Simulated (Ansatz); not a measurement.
**ZnS: pressure against volume**

One table from this session's results is given with a row withheld; the runs are named, their logs left out.

Computed with Ansatz 0.2.0 (DFT PBE, scalar-relativistic, unless a step's input says otherwise).

## The structure to begin with

Symmetry: P6_3mc, No. 186, hexagonal system. Conventional cell: a = 3.811 Å, b = 3.811 Å, c = 6.234 Å, α = 90.00°, β = 90.00°, γ = 120.00°. Zn (site symmetry 3m) is surrounded by 4 S at 2.31 to 2.40 Å. Around S (site symmetry 3m) lie 4 Zn at 2.31 to 2.40 Å.

As a file:

```cif
data_structure
_symmetry_space_group_name_H-M 'P6_3mc'
_symmetry_Int_Tables_number 186
_cell_length_a 3.8110
_cell_length_b 3.8110
_cell_length_c 6.2340
_cell_angle_alpha 90.000
_cell_angle_beta 90.000
_cell_angle_gamma 120.000
_cell_volume 78.41
loop_
_atom_site_label
_atom_site_type_symbol
_atom_site_symmetry_multiplicity
_atom_site_Wyckoff_symbol
_atom_site_fract_x
_atom_site_fract_y
_atom_site_fract_z
_atom_site_occupancy
Zn1 Zn 2 b 0.33333 0.66667 0.00000 1
S1 S 2 b 0.33333 0.66667 0.38500 1
```

The file gives the conventional cell by its symmetry; the runs use the cell typed in the input.

Atoms are numbered in the order of the input: Zn1, Zn2, S3, S4.

The first run:

File input.yaml:

```yaml
crystal:
  lattice:
    - [3.7332014668, 0.0, 0.0]
    - [-1.8666007334, 3.2330473076, 0.0]
    - [0.0, 0.0, 6.1067398017]
  atoms:
    - { symbol: Zn, position: [0.3333333333, 0.6666666667, 0.0] }
    - { symbol: Zn, position: [0.6666666667, 0.3333333333, 0.5] }
    - { symbol: S, position: [0.3333333333, 0.6666666667, 0.385] }
    - { symbol: S, position: [0.6666666667, 0.3333333333, 0.885] }
kpoints:
  mp_grid: { grid: [8, 8, 5] }
  band_path:
    path:
      - [0.0, 0.0, 0.0]
      - [0.5, 0.0, 0.0]
      - [0.3333333333, 0.3333333333, 0.0]
      - [0.0, 0.0, 0.0]
      - [0.0, 0.0, 0.5]
      - [0.5, 0.0, 0.5]
      - [0.3333333333, 0.3333333333, 0.5]
      - [0.0, 0.0, 0.5]
      - [0.5, 0.0, 0.5]
    npoints: 5
scf:
  occupations: { method: fermi_dirac, width: 0.03 }
hamiltonian:
  xc: pbe
  pseudopotentials: { kind: all_electron, lapw: { basis_error: 0.001 } }
output:
  forces: true
  stress: true
  eigenvalues: true
```

Started as:

```bash
> ansatz run input.yaml --threads 1 --pin off --max-ram 4096MiB --backend cpu --events-out ev --progress --plain --runs-dir out
```

Among the steps run: Volume × 0.94, LAPW; Volume × 0.94, PAW; Volume × 0.94, crystal datasets; Volume × 0.98, LAPW; Volume × 0.98, PAW; Volume × 0.98, crystal datasets; Volume × 1.01, LAPW; Volume × 1.01, PAW; Volume × 1.01, crystal datasets; Volume × 1.04, LAPW; Volume × 1.04, PAW; Volume × 1.04, crystal datasets.

One of the session's tables, all rows but one given; the rest of the session is left out.

It belongs to the step «Fits». 

| method | volume (Å³/atom) | pressure (GPa) | gap on the k mesh (eV) | largest force (eV/Å) |
| --- | --- | --- | --- | --- |
| LAPW | 18.427 | 7.93 | 2.54 | 0.400 |
| LAPW | 19.211 | 4.01 | 2.35 | 0.344 |
| LAPW | 19.799 | 1.57 | 2.20 | 0.307 |
| LAPW | 20.387 | -0.51 | 2.07 | 0.274 |
| PAW | 18.427 | 7.93 | 2.54 | 0.400 |
| PAW | 19.211 | 4.00 | 2.34 | 0.344 |
| PAW | 19.799 | 1.56 | 2.20 | 0.308 |
| PAW | 20.387 | ? | ? | ? |
| crystal datasets | 18.427 | 7.93 | 2.54 | 0.400 |
| crystal datasets | 19.211 | 4.01 | 2.35 | 0.344 |
| crystal datasets | 19.799 | 1.57 | 2.20 | 0.307 |
| crystal datasets | 20.387 | -0.51 | 2.07 | 0.274 |

**Question.** Estimate the row for PAW, 20.387.

**Answer.** pressure (GPa): -0.52; gap on the k mesh (eV): 2.06; largest force (eV/Å): 0.275. In the column «pressure (GPa)» it is the lowest.

To keep in mind: Shape and positions are held, so a fully relaxed modulus can be lower. Warnings in the runs' records: crystal datasets made.
